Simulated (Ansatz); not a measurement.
# BN (R3m) in Ansatz: settings compared

One crystal, BN, is run at these levels: HSE06, PBE0; tasks: single point.

Program: Ansatz 0.2.0. These are calculated values, not measurements. Logs are shortened: lines on timing, memory, paths and dates and some standing lists are left out, and cuts for length are marked.

## Step 1: Starting point

Symmetry: R3m, No. 160, trigonal system. Conventional cell: a = 2.502 Å, b = 2.502 Å, c = 10.119 Å, α = 90.00°, β = 90.00°, γ = 120.00°. N (site symmetry 3m) has 3 B at 1.44 Å as nearest neighbours. Around B (site symmetry 3m) lie 3 N at 1.44 Å.

The cell is a database's computed one.

## Step 2: Single point, HSE06

input.yaml

```yaml
crystal:
  lattice:
    - [1.2511217832, 0.7223354983, 3.3729344033]
    - [-1.2511217832, 0.7223354983, 3.3729344033]
    - [0.0, -1.4446709966, 3.3729344033]
  atoms:
    - { symbol: "N", position: [0.6672382, 0.6672382, 0.6672382] }
    - { symbol: B, position: [0.0003288, 0.0003288, 0.0003288] }
kpoints:
  mp_grid: { grid: [8, 8, 8] }
scf:
  occupations: { method: fermi_dirac, width: 0.05 }
hamiltonian:
  xc: hse06
  pseudopotentials: { kind: all_electron, datasets: crystal }
output:
  forces: true
  stress: true
```

Potentials or basis: all-electron PAW datasets made for the crystal.

On the command line:

```console
> ansatz run input.yaml --threads 8 --pin off --max-ram 24576MiB --backend cpu --events-out ev --progress --plain --runs-dir out
```

The program printed:

```text
Warning: RAYON_NUM_THREADS=8 ignored (pool sized by the plan → 8); use --threads N
basis.fft_grid_basis auto: the FFT boxes are laid along the combinations [[1, 0, -1], [0, 1, -1], [0, 0, 1]] of the cell's own vectors, 2.502, 2.502 and 3.669 Å long. The dense box has 24×24×32 points. Along the cell's own vectors, as sized, it would have 32×32×32, 1.78 times as many. Of the 6 symmetry operations that the crystal satisfies within crystal.symmetry.tolerance (time reversal apart; of a slab, those that keep its plane) the dense box along the cell's own vectors carries 6, and the one as laid loses 4 of those. basis.fft_grid_basis: typed keeps the cell's own vectors: state it where this run's energies or levels are differenced outside the engine with another run's, or held beside a run that keeps those vectors.
hamiltonian.pseudopotentials.datasets: crystal makes datasets for this crystal and solves the spheres of its atoms anew in each pass: cutoff 670.0 eV, the density's 2680.0 eV;, for an error of 0.50 meV an atom under PBE, 1.0 meV for the cell; an energy difference from a run of another recipe may be off by several times the error for the cell, under r2SCAN by more, where some 0.1 meV an atom stays at smaller errors; B in spheres of 0.656 Å, 5 of its electrons in bands; N in spheres of 0.783 Å, 5 of its electrons in bands
Engine: ansatz 0.2.0, x86_64-unknown-linux-gnu
Pseudopotentials: kind: all_electron
Pseudopotential: N, paw, valence charge 5, recommended cutoff 670 eV (normal), crystal/all_electron/pbe/scalar/gaussian/N, Koelling and Harmon's equation, gaussian nucleus
Pseudopotential: B, paw, valence charge 5, recommended cutoff 670 eV (normal), crystal/all_electron/pbe/scalar/gaussian/B, Koelling and Harmon's equation, gaussian nucleus
Functional definition: HSE06
  parameter a = 0.25
  parameter omega = 0.11/bohr
  exchange = pbe_x - a*pbe_x_sr(omega) + a*exact_x_sr(omega)
  correlation = pbe_c
Crystal: 2 atoms, lattice volume = 18.289 Å³
Basis set: ecut = 670 eV, 717 PW (Γ), FFT grids on a1−a3, a2−a3, a3, exchange–correlation on 48×48×64 points (8 copies of the dense FFT grid, shifted against one another)
Bands: 9, of which v1, the nominal top of the filled ones, is band 5 counted from 1 (4 counted from 0)
Symmetry: 6 space group operations
Space group: R3m (ITA 160), of the structure as read, at distance tolerance 2.6e-5 Å
k-points: 65 of 512 (time reversal used)
Non-local potential: N, projectors of the file, l = 0: 1, l = 1: 1
Non-local potential: B, projectors of the file, l = 0: 2, l = 1: 1
PAW form: soft (Blöchl's): semilocal exchange-correlation on the pseudo side does not see the compensation charge
PAW one-centre angular grid: N, 110 points (default); XC on its mesh's 1875 points in the sphere
PAW one-centre angular grid: B, 110 points (default); XC on its mesh's 1837 points in the sphere
Initial density: superposition of atomic densities (neutral atoms: chi_scale 0, normalization atom)
Initial wavefunctions: pseudopotential atomic-orbital guess
Functional: x = pbe(κ = 0.804, μ = 0.2195149727645171) + 0.25 (exact − pbe) at short range (hse, ω = 0.20786987370883472 Å⁻¹), c = pbe(β = 0.06672455060314922); HSE06 as pw.x's `hse` composes it (authors' and Libxc's form: `xc: wpbeh`)
iter 1 solved again at ethr=5.28e-2 eV; its pass at ethr=1.00e-1 eV (dr2=5.28e0 eV) is discarded
SCF iter   1: F=—  HF=-2170.418604 eV  |F-HF|=—  |Δ(HF+E_count)|=         —  Δρ=1.75e-1  dr2=5.28e0  ethr=5.28e-2  ⟨swp⟩=2.0  Hψ=3406  notcnv=0
preconditioner: auto → none  [insulator: Δε(μ)=6.091 eV  Ē_g=19.987 eV  σ=0.050 eV  W_gap=1.00  n_scr=2 (ndim 8)  ℏωp=24.6 eV  f_vac=0.000  D(μ)=0.00/eV (n_scr^D=0)]
SCF iter   2: F=—  HF=-2168.956840 eV  |F-HF|=—  |Δ(HF+E_count)|=    1.46e0  Δρ=7.43e-2  dr2=5.64e-1  ethr=5.28e-2  ⟨swp⟩=3.2  Hψ=1508  notcnv=0  defer=1
SCF iter   3: F=—  HF=-2168.820206 eV  |F-HF|=—  |Δ(HF+E_count)|=   1.37e-1  Δρ=2.27e-2  dr2=6.28e-2  ethr=5.64e-3  ⟨swp⟩=3.1  Hψ=1350  notcnv=0  defer=1
SCF iter   4: F=—  HF=-2168.823224 eV  |F-HF|=—  |Δ(HF+E_count)|=   3.02e-3  Δρ=1.12e-2  dr2=1.86e-2  ethr=6.28e-4  ⟨swp⟩=2.7  Hψ=1228  notcnv=0  defer=9
iter 5 solved again at ethr=8.57e-6 eV; its pass at ethr=1.86e-4 eV (dr2=8.57e-4 eV) is discarded
SCF iter   5: F=—  HF=-2168.822699 eV  |F-HF|=—  |Δ(HF+E_count)|=   5.25e-4  Δρ=2.50e-3  dr2=8.24e-4  ethr=8.57e-6  ⟨swp⟩=2.1  Hψ=2542  notcnv=0
SCF iter   6: F=—  HF=-2168.941506 eV  |F-HF|=—  |Δ(HF+E_count)|=         —  Δρ=8.63e-3  dr2=7.19e-3  ethr=8.24e-6  ⟨swp⟩=5.4  Hψ=2766  notcnv=0  defer=28
SCF iter   7: F=—  HF=-2168.940991 eV  |F-HF|=—  |Δ(HF+E_count)|=   5.15e-4  Δρ=3.59e-3  dr2=9.81e-4  ethr=8.24e-6  ⟨swp⟩=4.2  Hψ=1838  notcnv=0  defer=3
SCF iter   8: F=—  HF=-2168.940748 eV  |F-HF|=—  |Δ(HF+E_count)|=   2.43e-4  Δρ=5.57e-4  dr2=4.03e-5  ethr=8.24e-6  ⟨swp⟩=3.4  Hψ=1733  notcnv=0  defer=6
SCF iter   9: F=—  HF=-2168.940869 eV  |F-HF|=—  |Δ(HF+E_count)|=   1.21e-4  Δρ=9.78e-5  dr2=2.97e-7  ethr=4.03e-7  ⟨swp⟩=3.0  Hψ=1470  notcnv=0  defer=8
SCF iter  10: F=—  HF=-2168.940870 eV  |F-HF|=—  |Δ(HF+E_count)|=   1.20e-6  Δρ=2.65e-5  dr2=1.22e-8  ethr=2.97e-9  ⟨swp⟩=3.3  Hψ=1315  notcnv=0  defer=1
SCF iter  11: F=-2168.940871 eV  HF=-2168.940871 eV  |F-HF|=8.53e-10  |Δ(HF+E_count)|=   1.19e-7  Δρ=3.68e-6  dr2=2.10e-10  ethr=1.22e-10  ⟨swp⟩=3.1  Hψ=1043  notcnv=0
SCF 1 converged in 11 iterations: F = -2168.940869 eV  dr2 = 2.10e-10
  Residual-converged pass: ⟨swp⟩=3.0  Hψ=1106  notcnv=0  max |occ|·‖R‖ = 5.2e-6 eV (tolerance 5.3e-6 eV)  dr2=2.22e-10  dr2_onsite=1.38e-9  max |Δocc| = 0.0e0
hybrid outer 1: dexx = +2.426e-12 eV
hybrid SCF converged: 1 outer / 11 inner (+0 warm-up), last move |dexx| = 2.43e-12 eV
Stability not checked: this state was not tested for a lower state beside it, because the functional holds exact exchange (a hybrid, or Hartree-Fock), whose exchange loop this test does not read (fock_operator; see scf.lower_state_search)
Free energy (F): -2168.940869 eV
Harris-Foulkes:  -2168.940869 eV  (|F-HF|=8.53e-10)
Internal energy: -2168.940869 eV  (E = F + TS)
E sigma→0 (E₀):  -2168.940869 eV
Past the cutoff: the bands carry plane waves up to 1.75 times it, of which those up to 1.5 times it add -0.000139 eV an atom, each by itself; the spheres take 0.000202 eV an atom off the energy for waves past 1.75 times it
Past the cutoffs: a stress includes 0.0032 GPa for waves and charges beyond them, in addition to the slope of what the spheres take
In the spheres:  the bands' charges fall short by 5.7e-6 e at most (sound up to 1e-3)
Fermi energy:    6.748223 eV
--- Per-component energies (eV) ---
  E_band       = -379.650423
  E_kinetic    = 204.845690
  E_local      = -607.074820  (includes V_loc(G=0)·N_el)
  E_nonlocal   = -288.376205
  E_hartree    = 231.187110
  E_xc         = -76.090567
  E_vxc        = -98.000095  (∫ρ·V_xc dr)
  E_exx        = -38.750696  (= α·E_x^exact, valence–valence)
  E_paw        = -2277.411393  (= ΣΔE_a)
  E_vpaw       = -1017.726413  (= ΣTr[D̂ρ^β])
  E_ewald      = -359.078319
  E_smearing   = -0.000000  (= −TS)
  E_closure    = 1041.808330  (closes the sum)
  Σ components = -2168.940869   (vs F -2168.940869, Δ=0.00e0)
  The terms above E_closure are by the made datasets' own strengths, without shells solved beside the bands.
--- Forces (eV/Å), atoms counted from 1 ---
  atom   1  N      0.00000000     0.00000000    -0.00616534
  atom   2  B      0.00000000     0.00000000     0.00616563
  max |Σ_I F_I| component: 2.90e-7 eV/Å
--- Stress (GPa, compression-positive) ---
       -3.166343       0.000000      -0.000000
        0.000000      -3.166343      -0.000000
        0.000000      -0.000000       1.947170
  P = ⅓ Tr σ = -1.4618 GPa (-14.618 kbar)
--- Band table (eV; the first three rows and the last of 65) ---
  k-point 0: bands = ["-174.1841", "-15.6312", "-0.6431", "2.4036", "2.4036", "10.2793"]
  k-point 1: bands = ["-174.1841", "-15.2971", "-0.2713", "1.1058", "1.8247", "10.9041"]
  k-point 2: bands = ["-174.1841", "-14.3429", "-1.7157", "0.6714", "0.8113", "12.4101"]
  k-point 64: bands = ["-174.1841", "-15.3585", "-2.7480", "2.3842", "2.3842", "15.7427"]
```

It took 3.4 min on 8 threads of AMD EPYC 7R43 (Zen 3), shared host; peak memory 1.5 GiB.

Results:

* Free energy: -2168.9409 eV
* Pressure: -1.5 GPa
* Largest force: 0.006 eV/Å
* Band gap on the k mesh: 5.57 eV, indirect (least direct gap 6.33 eV)

Forces in eV/Å, atoms in the order of the input:
```
N    0.000  0.000 -0.006
B    0.000  0.000  0.006
```

A k mesh can miss the band edges.

## Step 3: Single point, PBE0

input.yaml: that of step 2 with these lines changed.

```diff
@@ -13,3 +13,3 @@
 hamiltonian:
-  xc: hse06
+  xc: pbe0
   pseudopotentials: { kind: all_electron, datasets: crystal }
```

Potentials or basis: all-electron PAW datasets made for the crystal.

On the command line:

```console
> ansatz run input.yaml --threads 8 --pin off --max-ram 24576MiB --backend cpu --events-out ev --progress --plain --runs-dir out
```

It took 1.8 min on 8 threads of Intel Xeon 6975P-C (Granite Rapids), shared host; peak memory 1.5 GiB.

The run converged. Its results:

* Free energy: -2169.0538 eV
* Pressure: -1.5 GPa
* Largest force: 0.007 eV/Å
* Band gap on the k mesh: 6.31 eV, indirect (least direct gap 7.08 eV)

Forces in eV/Å, atoms in the order of the input:
```
N    0.000  0.000 -0.007
B    0.000  0.000  0.007
```

Stress tensor (GPa, compression positive):
```
-3.22  0.00  0.00
 0.00 -3.22  0.00
 0.00  0.00  1.80
```

Levels at points of the mesh, in eV from the valence-band top:
```
              k point  band 2  band 3  band 4  band 5  band 6
   (0.00, 0.00, 0.00)  -19.61   -4.60   -1.55   -1.55    7.06
  (0.00, 0.00, -0.50)  -16.16   -9.88   -4.57   -0.65    7.45
 (0.00, -0.50, -0.50)  -16.09   -9.75   -4.63   -1.27    6.31
(-0.50, -0.50, -0.50)  -19.33   -6.74   -1.57   -1.57   12.56
```

A k mesh can miss the band edges.
